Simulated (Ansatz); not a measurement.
Molecular dynamics of MgO

Input:

```yaml
accuracy: low
crystal:
  lattice:
    - [0.0, 4.240788, 4.240788]
    - [4.240788, 0.0, 4.240788]
    - [4.240788, 4.240788, 0.0]
  atoms:
    - { symbol: Mg, position: [0.01606047, 0.00180438, -0.02958765] }
    - { symbol: O, position: [0.25973975, 0.26052319, 0.21669088] }
    - { symbol: Mg, position: [0.03408887, 0.00294718, 0.4393282] }
    - { symbol: O, position: [0.26830686, 0.24247951, 0.74018535] }
    - { symbol: Mg, position: [0.00547787, 0.50321901, -0.00805878] }
    - { symbol: O, position: [0.27956163, 0.76057586, 0.19981668] }
    - { symbol: Mg, position: [0.02940293, 0.49135222, 0.50310814] }
    - { symbol: O, position: [0.30265087, 0.73580852, 0.70434816] }
    - { symbol: Mg, position: [0.52384751, -0.00787796, -0.02868042] }
    - { symbol: O, position: [0.75512974, 0.24197517, 0.23129306] }
    - { symbol: Mg, position: [0.53065485, -0.02381193, 0.47898056] }
    - { symbol: O, position: [0.80255519, 0.21546674, 0.72426687] }
    - { symbol: Mg, position: [0.51681184, 0.48050626, -0.01084925] }
    - { symbol: O, position: [0.76435187, 0.7494392, 0.2231756] }
    - { symbol: Mg, position: [0.51846012, 0.48763938, 0.47520239] }
    - { symbol: O, position: [0.78847875, 0.73554988, 0.7260626] }
basis:
  ecutwfc: 420.0
kpoints:
  mp_grid: { grid: [2, 2, 2] }
hamiltonian:
  xc: pbe
scf:
  occupations: { method: fermi_dirac, width: 0.05 }
  lower_state_search: "off"
md:
  timestep: 1
  n_steps: 340
  ensemble: nvt_langevin
  temperature: 650.0
  initial_velocities: maxwell_boltzmann
  seed: 799558
  friction: 0.05
```

Launched with:

```bash
$ ansatz run input.yaml --threads 1 --pin off --max-ram 3072MiB --backend cpu --events-out ev --progress --plain --runs-dir out
```

It goes on from the last frame of an earlier run, with new velocities.

Output, in part (step lines):

```
md step     0: t =     0.00 fs  T =   609.4 K  F+E_penalty+E_count = -19952.20494245 eV  E_kin = 1.260285 eV  (7 SCF iters)
md step     1: t =     1.00 fs  T =   569.2 K  F+E_penalty+E_count = -19952.20204792 eV  E_kin = 1.177253 eV  (7 SCF iters)
md step     2: t =     2.00 fs  T =   605.8 K  F+E_penalty+E_count = -19952.18858290 eV  E_kin = 1.252907 eV  (7 SCF iters)
md step     3: t =     3.00 fs  T =   596.1 K  F+E_penalty+E_count = -19952.16945238 eV  E_kin = 1.232784 eV  (7 SCF iters)
md step     4: t =     4.00 fs  T =   529.9 K  F+E_penalty+E_count = -19952.15571736 eV  E_kin = 1.095832 eV  (7 SCF iters)
md step     5: t =     5.00 fs  T =   530.7 K  F+E_penalty+E_count = -19952.14947660 eV  E_kin = 1.097495 eV  (5 SCF iters)
md step     6: t =     6.00 fs  T =   468.4 K  F+E_penalty+E_count = -19952.13945856 eV  E_kin = 0.968645 eV  (5 SCF iters)
md step     7: t =     7.00 fs  T =   514.5 K  F+E_penalty+E_count = -19952.12390666 eV  E_kin = 1.064143 eV  (6 SCF iters)
[... lines left out ...]
md step   339: t =   339.00 fs  T =   600.5 K  F+E_penalty+E_count = -19951.78978912 eV  E_kin = 1.241850 eV  (5 SCF iters)
md step   340: t =   340.00 fs  T =   528.1 K  F+E_penalty+E_count = -19951.76533051 eV  E_kin = 1.092280 eV  (7 SCF iters)
```

The steps, from the saved trajectory:

| time (fs) | T (K) | potential energy less start (eV) |
| --- | --- | --- |
| 0.0 | 609 | 0.000 |
| 11.0 | 597 | 0.136 |
| 22.0 | 555 | 0.198 |
| 33.0 | 865 | 0.178 |
| 44.0 | 591 | 0.751 |
| 55.0 | 683 | 0.501 |
| 66.0 | 662 | 0.303 |
| 77.0 | 639 | 0.547 |
| 88.0 | 483 | 0.648 |
| 99.0 | 612 | 0.608 |
| 110.0 | 566 | 1.029 |
| 121.0 | 669 | 0.972 |
| 132.0 | 595 | 0.838 |
| 143.0 | 772 | 0.764 |
| 154.0 | 917 | 0.386 |
| 165.0 | 721 | 0.482 |
| 176.0 | 694 | 0.443 |
| 187.0 | 519 | 0.193 |
| 198.0 | 494 | 0.010 |
| 209.0 | 725 | -0.075 |
| 220.0 | 536 | 0.205 |
| 231.0 | 476 | 0.512 |
| 242.0 | 708 | 0.682 |
| 253.0 | 869 | 0.699 |
| 264.0 | 709 | 0.653 |
| 275.0 | 879 | 0.760 |
| 286.0 | 620 | 0.368 |
| 297.0 | 442 | 0.197 |
| 308.0 | 600 | 0.332 |
| 319.0 | 485 | 0.381 |
| 330.0 | 949 | 0.154 |

The run went to its last step. A run of 0.34 ps of so small a system gives no equilibrium averages. Limits of this set-up: coarse k mesh, low accuracy level.

Mean squared displacements from the first frame to the last, about the centre of mass: Mg 0.03 Å², O 0.03 Å².

Last frame:

```xyz
16
Lattice="0.0000 4.2408 4.2408 4.2408 0.0000 4.2408 4.2408 4.2408 0.0000" Properties=species:S:1:pos:R:3
Mg 0.054 -0.213 -0.148
O 2.151 1.966 1.895
Mg 2.120 1.958 -0.191
O 4.106 3.961 1.816
Mg 2.127 -0.225 1.834
O 4.270 1.950 4.162
Mg 4.245 1.891 2.011
O 6.397 4.230 3.948
Mg -0.058 1.957 1.855
O 2.185 3.999 4.013
Mg 2.248 3.966 1.934
O 4.234 6.133 3.967
Mg 2.165 2.002 4.117
O 4.192 3.982 6.062
Mg 4.240 3.965 4.055
O 6.330 6.212 6.132
```

The run took 16 min on 1 thread of Intel(R) Xeon(R) Platinum 8559C (Emerald Rapids), on a shared host, peak memory 0.62 GiB.
